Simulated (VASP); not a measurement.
# Cd (Pm-3m) in VASP: notebook, part 2 of 2

VASP 6.6.1. The steps go on from the part before.

### 4 Relaxation of cell and atoms, LDA

This run uses another cell than the first one, of 23.31 Å³/atom, 1.005 times its volume.

File INCAR:

```
SYSTEM = Cd
ALGO = Fast
EDIFF = 1E-7
EDIFFG = -0.01
ENCUT = 600
IBRION = 2
ISIF = 3
ISMEAR = -1
LASPH = .TRUE.
LCHARG = .FALSE.
LREAL = .FALSE.
LWAVE = .FALSE.
NELM = 100
NSW = 80
PREC = Accurate
SIGMA = 0.1
```

File KPOINTS:

```
k-points
0
G
  11 11 11
  0 0 0
```

File POSCAR:

```
Cd
1.0
    2.8566758760      0.0000000000      0.0000000000
    0.0000000000      2.8566758760      0.0000000000
    0.0000000000      0.0000000000      2.8566758760
Cd
1
Direct
    0.0000000000      0.0000000000      0.0000000000
```

Potentials or basis: VASP PAW LDA potentials, release 64 (Cd).

Started as:

```bash
$ cat potpaw_LDA.64/Cd/POTCAR > POTCAR
$ mpirun -np 1 vasp_std > vasp.out
```

OUTCAR:

```text
SYSTEM = Cd
   EDIFF = 1E-7
   EDIFFG = -0.01
   ENCUT = 600
   IBRION = 2
   ISIF = 3
   ISMEAR = -1
   LASPH = .TRUE.
   LREAL = .FALSE.
   NELM = 100
   NSW = 80
   PREC = Accurate

 ion  position               nearest neighbor table
   1  0.000  0.000  0.000-

  LATTYP: Found a simple cubic cell.
 ALAT       =     2.8566758760

  Lattice vectors:

 A1 = (   2.8566758760,   0.0000000000,   0.0000000000)
 A2 = (   0.0000000000,   2.8566758760,   0.0000000000)
 A3 = (   0.0000000000,   0.0000000000,   2.8566758760)
[... 542 lines left out ...]

------------------------ aborting loop because EDIFF is reached ----------------------------------------

  FORCE on cell =-STRESS in cart. coord.  units (eV):
  Direction    XX          YY          ZZ          XY          YZ          ZX
  --------------------------------------------------------------------------------------
  -------------------------------------------------------------------------------------
  Total       -0.0082622     -0.0082622     -0.0082622      0.0000000      0.0000000     -0.0000000
  in kB       -0.5646939     -0.5646939     -0.5646939      0.0000000      0.0000000     -0.0000000
  external PRESSURE =      -0.5646939 kB  Pullay stress =       0.0000000 kB

 VOLUME and BASIS-vectors are now :
 -----------------------------------------------------------------------------
  energy-cutoff  :      600.00
  volume of cell :       23.44
      direct lattice vectors                 reciprocal lattice vectors
     2.861963108  0.000000000 -0.000000000     0.349410514 -0.000000000  0.000000000
     0.000000000  2.861963108  0.000000000    -0.000000000  0.349410514  0.000000000
    -0.000000000 -0.000000000  2.861963108     0.000000000 -0.000000000  0.349410514

 POSITION                                       TOTAL-FORCE (eV/Angst)
 -----------------------------------------------------------------------------------
      0.00000      0.00000      0.00000         0.000000     -0.000000      0.000000
 -----------------------------------------------------------------------------------
    total drift:                               -0.000000      0.000000      0.000000

  FREE ENERGIE OF THE ION-ELECTRON SYSTEM (eV)
  ---------------------------------------------------
  free  energy   TOTEN  =        -1.3412919959 eV

  energy  without entropy=       -1.3279778226  energy(sigma->0) =       -1.33463491

 reached required accuracy - stopping structural energy minimisation
```

OSZICAR:

```text
N       E                     dE             d eps       ncg     rms          rms(c)
DAV:   1     0.764703703771E+02    0.76470E+02   -0.74690E+03  1144   0.131E+03
DAV:   2    -0.115133700712E+00   -0.76586E+02   -0.73074E+02  1144   0.280E+02
DAV:   3    -0.141076138290E+01   -0.12956E+01   -0.12950E+01  1268   0.438E+01
[... 13 lines left out ...]
RMM:   3    -0.134134665999E+01    0.27799E-03   -0.52286E-04  1120   0.255E-01    0.123E-01
RMM:   4    -0.134129143823E+01    0.55222E-04   -0.40588E-05  1120   0.787E-02    0.581E-03
RMM:   5    -0.134129178820E+01   -0.34997E-06   -0.26346E-06  1120   0.172E-02    0.367E-03
RMM:   6    -0.134129203552E+01   -0.24732E-06   -0.67133E-07  1114   0.121E-02    0.296E-03
RMM:   7    -0.134129199587E+01    0.39652E-07   -0.21181E-07   797   0.553E-03
   2 F= -.13412920E+01 E0= -.13346349E+01  d E =-.730214E-04
```

CONTCAR:

```text
Cd
   1.00000000000000
     2.8619631080012842    0.0000000000000000   -0.0000000000000000
     0.0000000000000000    2.8619631080012842    0.0000000000000000
    -0.0000000000000000   -0.0000000000000000    2.8619631080012842
  Cd
     1
Direct
     0.0000000000000000    0.0000000000000000    0.0000000000000000

  0.00000000E+00  0.00000000E+00  0.00000000E+00
```

It took 9.9 s on 1 thread of AMD EPYC 9R45 (Zen 5), shared host; peak memory 0.11 GiB.

Results:

* Free energy: -1.3413 eV
* Relaxed volume: 23.44 Å³/atom
* Relaxed cell: a = 2.862 Å, b = 2.862 Å, c = 2.862 Å, α = 90.00°, β = 90.00°, γ = 90.00°
* Space group after relaxing (to 0.05 Å): Pm-3m (No. 221)
* Energy gained by relaxing: 0.1 meV/atom
* Ionic steps: 2
* Pressure after relaxing: -0.1 GPa
* Band gap on the k mesh: none (metal or under the smearing width)

Final structure:
```
Cd
1.0
     2.86196    0.00000    0.00000
     0.00000    2.86196    0.00000
     0.00000    0.00000    2.86196
Cd
1
Cartesian
  0.0000 0.0000 0.0000
```

### 5 Single point, LDA

This run uses another cell than the first one, of 25.99 Å³/atom, 1.120 times its volume.

File INCAR:

```
PREC = Accurate ; ENCUT = 520
EDIFF = 1E-6 ; ISMEAR = -1
SIGMA = 0.1 ; LREAL = F
LASPH = T ; NELM = 60
ALGO = Fast ; ISIF = 2
LWAVE = F ; LCHARG = F
NBANDS = 12
```

File KPOINTS:

```
Automatic mesh
0
Gamma
  12 12 12
```

File POSCAR:

```
Cd
1.0
    2.9622020879      0.0000000000      0.0000000000
    0.0000000000      2.9622020879      0.0000000000
    0.0000000000      0.0000000000      2.9622020879
Cd
1
Direct
    0.0000000000      0.0000000000      0.0000000000
```

Potentials or basis: VASP PAW LDA potentials, release 64 (Cd).

Started as:

```bash
$ cat potpaw_LDA.64/Cd/POTCAR > POTCAR
$ mpirun -np 1 vasp_std > vasp.out
```

OUTCAR:

```text
PREC = Accurate
   ENCUT = 520
   EDIFF = 1E-6
   ISMEAR = -1
   LREAL = F
   LASPH = T
   NELM = 60
   ISIF = 2

 ion  position               nearest neighbor table
   1  0.000  0.000  0.000-

  LATTYP: Found a simple cubic cell.
 ALAT       =     2.9622020879

  Lattice vectors:

 A1 = (   2.9622020879,   0.0000000000,   0.0000000000)
 A2 = (   0.0000000000,   2.9622020879,   0.0000000000)
 A3 = (   0.0000000000,   0.0000000000,   2.9622020879)

Analysis of symmetry for initial positions (statically):
=====================================================================
 Subroutine PRICEL returns:
 Original cell was already a primitive cell.

 Routine SETGRP: Setting up the symmetry group for a
 simple cubic supercell.

 Subroutine GETGRP returns: Found 48 space group operations
 (whereof 48 operations were pure point group operations)
 out of a pool of 48 trial point group operations.

The static configuration has the point symmetry O_h .

Analysis of symmetry for dynamics (positions and initial velocities):
=====================================================================
 Subroutine PRICEL returns:
 Original cell was already a primitive cell.

 Routine SETGRP: Setting up the symmetry group for a
 simple cubic supercell.

 Subroutine GETGRP returns: Found 48 space group operations
 (whereof 48 operations were pure point group operations)
 out of a pool of 48 trial point group operations.

The dynamic configuration has the point symmetry O_h .

 Subroutine INISYM returns: Found 48 space group operations
 (whereof 48 operations are pure point group operations),
 and found     1 'primitive' translations

----------------------------------------------------------------------------------------

                                     Primitive cell

  volume of cell :      25.9923

  direct lattice vectors                    reciprocal lattice vectors
     2.962202088  0.000000000  0.000000000     0.337586691  0.000000000  0.000000000
[... 114 lines left out ...]
   LRPA    =     F    only Hartree local field effects (RPA)
 non-spin polarized calculation
 RMM-DIIS sequential band-by-band and
  energy-cutoff  :      520.00
  volume of cell :       25.99
 maximum number of plane-waves:       739
 NGX is ok and might be reduce to    24
   NGX = 11   NGY = 11   NGZ = 11

 number of electron      12.0000007 magnetization

 Free energy of the ion-electron system (eV)
  ---------------------------------------------------
  ext. energy  EPLUGINS =         0.00000000
  ---------------------------------------------------
  free energy    TOTEN  =        -1.29777137 eV

  energy without entropy =       -1.28099160  energy(sigma->0) =       -1.28938148

 E-fermi :   1.3238     XC(G=0): -10.3392

 val. band max:        1.2918748682   @ k =   0.4167   0.1667   0.0000
 cond. band min:       1.3390950337   @ k =   0.5000   0.4167   0.0000
 fundamental gap:      0.0472201655
 Fermi energy:         1.3238073304

 k-point     1 :       0.0000    0.0000    0.0000
  band No.  band energies     occupation
      1      -8.1551      2.00000
      2      -8.1551      2.00000
      3      -6.7300      2.00000
      4      -6.7300      2.00000
      5      -6.7300      2.00000
      6      -6.2955      2.00000
      7      11.2185      0.00000
      8      11.2185      0.00000
      9      11.2185      0.00000
     10      14.8902      0.00000
     11      14.8902      0.00000
     12      15.7446      0.00000
[... 331 lines left out ...]
 k-point    24 :       0.4167    0.3333    0.0000
  band No.  band energies     occupation
      1      -7.7695      2.00000
      2      -7.7140      2.00000
      3      -7.0768      2.00000
      4      -6.9943      2.00000
      5      -6.7387      2.00000
      6      -0.7934      2.00000
      7       2.6028      0.00001
      8       6.1272      0.00000
      9       9.8600      0.00000
     10      17.1350      0.00000
     11      17.8049      0.00000
     12      19.9665      0.00000

 [... further k-points ...]

------------------------ aborting loop because EDIFF is reached ----------------------------------------

  FORCE on cell =-STRESS in cart. coord.  units (eV):
  Direction    XX          YY          ZZ          XY          YZ          ZX
  --------------------------------------------------------------------------------------
  -------------------------------------------------------------------------------------
  Total       -0.6144089     -0.6144089     -0.6144089      0.0000000      0.0000000     -0.0000000
  in kB      -37.8725041    -37.8725041    -37.8725041      0.0000000      0.0000000     -0.0000000
  external PRESSURE =     -37.8725041 kB  Pullay stress =       0.0000000 kB

 VOLUME and BASIS-vectors are now :
 -----------------------------------------------------------------------------
  energy-cutoff  :      520.00
  volume of cell :       25.99
      direct lattice vectors                 reciprocal lattice vectors
     2.962202088  0.000000000  0.000000000     0.337586691  0.000000000  0.000000000
     0.000000000  2.962202088  0.000000000     0.000000000  0.337586691  0.000000000
     0.000000000  0.000000000  2.962202088     0.000000000  0.000000000  0.337586691

 POSITION                                       TOTAL-FORCE (eV/Angst)
 -----------------------------------------------------------------------------------
      0.00000      0.00000      0.00000         0.000000      0.000000      0.000000
 -----------------------------------------------------------------------------------
    total drift:                               -0.000000      0.000000      0.000000

  FREE ENERGIE OF THE ION-ELECTRON SYSTEM (eV)
  ---------------------------------------------------
  free  energy   TOTEN  =        -1.2977713693 eV

  energy  without entropy=       -1.2809915995  energy(sigma->0) =       -1.28938148
```

OSZICAR:

```text
N       E                     dE             d eps       ncg     rms          rms(c)
DAV:   1     0.713192891620E+02    0.71319E+02   -0.67585E+03  2120   0.966E+02
DAV:   2     0.997275696750E-02   -0.71309E+02   -0.67244E+02  2152   0.234E+02
DAV:   3    -0.135425932663E+01   -0.13642E+01   -0.13634E+01  2372   0.363E+01
DAV:   4    -0.135622306345E+01   -0.19637E-02   -0.19637E-02  2232   0.139E+00
DAV:   5    -0.135622910489E+01   -0.60414E-05   -0.60416E-05  2404   0.742E-02    0.217E+00
RMM:   6    -0.130468350857E+01    0.51546E-01   -0.84246E-02  2038   0.301E+00    0.184E+00
RMM:   7    -0.129906288627E+01    0.56206E-02   -0.45257E-03  2113   0.502E-01    0.986E-01
RMM:   8    -0.129776199494E+01    0.13009E-02   -0.11875E-03  2136   0.506E-01    0.503E-02
RMM:   9    -0.129777113033E+01   -0.91354E-05   -0.47394E-05  2208   0.748E-02    0.153E-02
RMM:  10    -0.129777172327E+01   -0.59295E-06   -0.17464E-05  2215   0.601E-02    0.108E-02
RMM:  11    -0.129777136926E+01    0.35401E-06   -0.24305E-06  1821   0.170E-02
   1 F= -.12977714E+01 E0= -.12893815E+01  d E =-.167798E-01
```

Run time: 9.7 s. Hardware: 1 thread of AMD EPYC 9R45 (Zen 5), shared host; peak memory 0.11 GiB.

Results:

```
Free energy            : -1.2978 eV
Pressure               : -3.8 GPa
Band gap on the k mesh : none (metal or under the smearing width)
```

### 6 The runs side by side

```csv
task,cell,k mesh,cutoff (eV),gap on the mesh (eV),pressure (GPa)
single point,"Pm-3m, 23.21 Å³/atom",18 × 18 × 18,520,none,0.7
single point,"Pm-3m, 23.21 Å³/atom",11 × 11 × 11,520,none,0.6
relaxation of cell and atoms,relaxed,11 × 11 × 11,600,none,-0.1
single point,"Pm-3m, 25.99 Å³/atom",12 × 12 × 12,520,none,-3.8
```

Alike in all rows: level LDA; potentials or basis VASP PAW LDA potentials, release 64 (Cd); no spin polarisation; smearing fermi-dirac 0.1 eV.

Every run on the cell as given and a fine mesh finds a metal.

Total energies depend on the potentials used, so only differences within one code and one set of settings carry meaning.
